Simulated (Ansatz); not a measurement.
## Point defect: S vacancy in SiS$_{2}$

The calculation used Ansatz, DFT PBE, scalar-relativistic, plane waves, PAW. (420 eV cutoff, 2×2×2 k-mesh, Gaussian smearing of 0.01 eV, no spin polarisation)

Host crystal, relaxed:

```
CELL_PARAMETERS angstrom
-3.18465 5.54379 2.79634
3.18465 -5.54379 2.79634
3.18465 5.54379 -2.79634
ATOMIC_POSITIONS crystal
Si 0.75000 0.75000 0.00000
Si 0.25000 0.25000 0.00000
S 0.89603 0.81856 0.71458
S 0.10397 0.18144 0.28542
S 0.60397 0.31856 0.92253
S 0.39603 0.68144 0.07747
```

Supercell of 48 atoms, rows in host cell vectors: 0 -2 -2; 1 -1 0; -2 -3 -1. Atoms relax at the host's cell, keeping the symmetry that the supercell leaves at the site. The cell is small, so energies carry finite-size errors of tenths of an eV. The host's Kohn–Sham gap is 3.09 eV.

Defect: S vacancy at (0.896, 0.819, 0.715) of the host cell, charge 0.

(1) Give the relaxed supercell.

## Answers

(1)
```xyz
47
Lattice="-12.7386 0.0000 0.0000 -6.3693 11.0876 0.0000 -6.3693 0.0000 -11.1854" Properties=species:S:1:pos:R:3 pbc="T T T"
Si  -15.8805    5.5877   -4.1943
Si  -12.7926   -0.0523   -1.2831
Si   -9.5681    5.5312   -4.1933
Si   -6.4095   -0.0346   -1.5897
Si   -9.5635    5.5348   -9.7881
Si  -15.9142    5.5552   -9.7866
Si  -12.7940   -0.0691   -7.0299
Si   -6.1801    0.1899   -6.7509
Si  -15.8805    5.5877   -6.9911
Si  -12.7940   -0.0691   -4.1554
Si   -9.5681    5.5312   -6.9920
Si   -6.1801    0.1899   -4.4344
Si  -15.9142    5.5552   -1.3988
Si   -9.5635    5.5348   -1.3972
Si  -12.7926   -0.0523   -9.9023
Si   -6.4095   -0.0346   -9.5957
S   -10.7187    4.3774   -2.7922
S   -20.3042    9.8768   -5.5927
S    -4.3113    4.4164   -2.8224
S   -13.9324    9.9061   -0.1697
S   -13.9324    9.9061  -11.0157
S   -10.7187    4.3774   -8.3931
S   -17.0499    4.4164   -8.3629
S   -14.7456    6.7279   -8.4151
S   -11.6435    1.0646   -5.5927
S   -21.1516    6.6881   -8.3861
S    -4.8846    1.4814   -5.5927
S   -14.7456    6.7279   -2.7702
S    -8.4130    6.6881   -2.7993
S    -5.2739    1.0980   -0.1357
S   -11.6432    1.0980    0.1357
S    -7.5284    1.1316   -8.1577
S   -10.7280    6.6789   -5.5927
S   -13.9382    1.0779   -8.4600
S   -17.0271    6.7500   -5.5927
S    -7.5284    1.1316   -3.0277
S   -13.9382    1.0779   -2.7254
S    -4.3494    6.6888    0.0004
S   -10.7187    6.6888   -0.0004
S   -14.7023    4.4595   -5.5927
S   -18.0234    9.8817   -2.7138
S    -8.4110    4.3817   -5.5927
S   -11.6056    9.9357   -3.0233
S   -14.7708    4.3897   -0.0010
S    -8.4015    4.3897    0.0010
S   -18.0234    9.8817   -8.4716
S   -11.6056    9.9357   -8.1620
```
Around the defect: 2 Si at 2.23 Å. The run ended with a moment of 0.00 μB (no spin polarisation).